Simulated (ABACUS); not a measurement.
Crystal: Ti.

```
Ti
1.0
     2.87085    0.00000    0.00000
     1.43543    2.48623    0.00000
     1.43543    0.82874    2.34404
Ti
1
Direct
  0.00000 0.00000 0.00000
```

This isn't the form of Ti at room conditions, which is hcp.

Base run:

```yaml
Program: ABACUS 3.10.1
Functional: r2SCAN
Potentials_or_basis: SG15 ONCV 1.2 PBE
Cutoff: 1143 eV
Density_cutoff: 4572 eV
Basis: plane waves
k_mesh: 8 × 8 × 8
Occupations: fermi-dirac, width 0.05 eV
Spin: no spin polarisation
```

Its results: band gap on the k mesh none (metal or under the smearing width); pressure 4.7 GPa.

Task: After a change of settings the same cell gave: band gap on the k mesh none (metal or under the smearing width); pressure 0.1 GPa. Which change was it?
A. functional from r2SCAN to PBEsol
B. functional from r2SCAN to LDA
C. functional from r2SCAN to TPSS

Result: A.

Caveats: the potentials were made for another functional, which shifts forces and pressure.
